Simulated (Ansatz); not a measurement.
The system is TiSi.

```
Ti Si
1.0
     1.81618   -2.11762    0.00000
     1.81618    2.11762    0.00000
     0.00000    0.00000    3.80393
Ti Si
1 1
Direct
  0.50000 0.50000 0.00000
  0.00000 0.00000 0.50000
```

The cell comes from a database or a generator and needn't be the stable form of this composition.

| Property | Result |
| --- | --- |
| Program | Ansatz 0.2.0 |
| Task | relaxation of cell and atoms |
| Functional | HSEsol |
| Potentials or basis | Ansatz PAW |
| Cutoff | 420 eV (not typed: the program's choice for these potentials) |
| k mesh | 5 × 5 × 4 |
| Occupations | fermi-dirac, width 0.05 eV |
| Spin | no spin polarisation |

At the start: volume 14.63 Å³/atom.

Where does the relaxation end?

It ends after 7 steps and the volume is 14.28 Å³/atom (-2.4 %); space group Cmmm (No. 65, to 0.05 Å).

The path:
```
step  energy change (eV)  largest force (eV/Å)  volume (Å³)
   1              0.0000                0.0000        29.26
   2             -0.0286                0.0000        28.14
   3             -0.0440                0.0000        27.90
   4             -0.0517                0.0000        28.38
   5             -0.0522                0.0000        28.57
   6             -0.0523                0.0000        28.56
   7             -0.0522                0.0000        28.56
```

Final structure:
```yaml
crystal:
  lattice:
    - [1.77724, -2.18541, 0.00000]
    - [1.77724, 2.18541, 0.00000]
    - [0.00000, 0.00000, 3.67670]
  atoms:
    - { symbol: Ti, position: [0.50000, 0.50000, 0.00000] }
    - { symbol: Si, position: [0.00000, 0.00000, 0.50000] }
```

Caveat: the k mesh is coarse (spacing up to 0.46 Å⁻¹), so the values aren't converged, least of all with exact exchange; the plane-wave basis is chosen anew once the cell has moved, so the energies of steps on either side of that aren't comparable; the PAW data sets come from PBE, with cores solved anew for the run's functional, which leaves a small shift of forces and pressure.
